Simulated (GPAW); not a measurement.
Crystal: W.

```
CELL_PARAMETERS angstrom
-1.58234 1.58234 1.58234
1.58234 -1.58234 1.58234
1.58234 1.58234 -1.58234
ATOMIC_POSITIONS crystal
W 0.00000 0.00000 0.00000
```

- Program: GPAW 26.7.0
- Task: relaxation of cell and atoms
- Functional: PBEsol
- Dispersion: D4
- Potentials or basis: PAW data sets generated in the run's folder for this functional
- Cutoff: 600 eV
- Basis: pw
- k mesh: 12 × 12 × 12
- Occupations: fermi-dirac, width 0.05 eV
- Spin: no spin polarisation

At the start: pressure -7.2 GPa; volume 15.85 Å³/atom.

Problem. How do energy, volume and symmetry change on relaxing?

Solution. Over 3 steps the energy falls by 7.9 meV/atom and the volume is 15.49 Å³/atom (-2.3 %); space group Im-3m (No. 229, to 0.05 Å).

The path:
```tsv
step	energy change (eV)	largest force (eV/Å)	pressure (GPa)	volume (Å³)
1	0.0000	0.0000	-7.15	15.85
2	-0.0070	0.0000	2.45	15.37
3	-0.0079	0.0000	-0.05	15.49
```

Final structure:
```
W
1.0
    -1.57038    1.57038    1.57038
     1.57038   -1.57038    1.57038
     1.57038    1.57038   -1.57038
W
1
Direct
  0.00000 0.00000 0.00000
```

Caveat: later steps reuse the first step's grids; pairwise dispersion overbinds metals, which lowers pressure and volume.
